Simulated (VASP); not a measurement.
Set up this calculation in VASP 6.6.1, as the native input.

```yaml
Task: single point
Functional: PBE
Potentials_or_basis: VASP PAW PBE potentials, release 64 (Mo_sv, S)
Cutoff: 520 eV
k_mesh: 6 × 6 × 4
Occupations: gaussian, width 0.05 eV
Spin: collinear spin, ferromagnetic start
Starting_moments: "[1.0, 0.0, 0.0] μB"
Fixed_moment: 0 μB
Hubbard_terms: Mo d U = 6 eV
Further_INCAR_settings: ALGO = Normal; EDIFF = 1e-07; NBANDS = 24
```

The structure of MoS2 lies in POSCAR:

```
MoS2
1.0
    3.5639467600      0.0000000000      0.0000000000
   -1.7819733800      3.0864684300      0.0000000000
    0.0000000000      0.0000000000      5.7493858200
Mo S
1 2
Direct
    0.0000000000      0.0000000000      0.0000000000
    0.3333333333      0.6666666667      0.2520000000
    0.6666666667      0.3333333333      0.7480000000
```

Measurements of this composition are mostly on another form, of space group No. 194.

These files were run (other wordings do the same):

INCAR

```
SYSTEM = MoS2
PREC = Accurate
ENCUT = 520
EDIFF = 1E-7
ISMEAR = 0
SIGMA = 0.05
LREAL = .FALSE.
LASPH = .TRUE.
NELM = 60
ALGO = Normal
ISIF = 2
LWAVE = .FALSE.
LCHARG = .FALSE.
ISPIN = 2
MAGMOM = 1 0 0
LORBIT = 11
NUPDOWN = 0
LMAXMIX = 4
LDAU = .TRUE.
LDAUTYPE = 2
LDAUL = 2 -1
LDAUU = 6 0
LDAUJ = 0 0
LDAUPRINT = 1
GGA = PE
NBANDS = 24
```

KPOINTS

```
Automatic mesh
0
G
  6 6 4
  0 0 0
```

Potentials or basis: VASP PAW PBE potentials, release 64 (Mo_sv, S).

Command:

```console
$ cat potpaw_PBE.64/Mo_sv/POTCAR potpaw_PBE.64/S/POTCAR > POTCAR
$ mpirun -np 1 vasp_std > vasp.out
```

It gave:

```yaml
Pressure: -1.5 GPa
Largest_force: 0.222 eV/Å
Net_moment: 0.00 μB per cell
Site_moments: Mo -0.49; S +0.20 μB
Valence_electrons_inside_the_program's_atomic_spheres: Mo 12.07; S 3.69
```

Caveat: this functional lacks dispersion, which binds the layers, so the pressure and a relaxed spacing across them are unreliable; the total moment is fixed, so each spin has its own Fermi level.

Run time: 55 s on 1 thread of Intel(R) Xeon(R) 6975P-C (Granite Rapids) (shared host), peak memory 0.24 GiB.
